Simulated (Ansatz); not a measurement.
# Be2C: response to strain

Consider Be2C (space group Fm-3m, No. 225).

```
Be2C
1.0
    0.00000     2.15532     2.15532
    2.15532     0.00000     2.15532
    2.15532     2.15532     0.00000
Be C
2 1
Direct
  0.25000   0.25000   0.25000
  0.75000   0.75000   0.75000
  0.00000   0.00000   0.00000
```

Cartesian axes are those of the cell as printed.

Strains are applied to the cell and any free atomic positions relax; under biaxial strain the out-of-plane vector relaxes too.

All numbers come from Ansatz (a first-principles code), PBEsol, PAW, cutoff 420 eV, scalar-relativistic without spin-orbit coupling.

Notes on the quantities. energy relative to the base: free energy F.

```tsv
biaxial strain, plane normal [111], relaxed out of plane (%)	energy relative to the base (meV/atom)
-2.08	10.2
-1.67	6.5
-1.25	3.6
-0.83	1.6
-0.42	?
0	0.0
```

Problem. Fit ΔE = Aε² + Bε³ (ε in %) to the rows shown and predict the withheld row.

Solution. Least squares on the printed values gives A = 2.24 and B = -0.056 meV/atom (largest residual 0.0 meV/atom); this predicts 0.4 meV/atom, and the run gives 0.4 meV/atom, in agreement.

Stability against distortions was not tested.
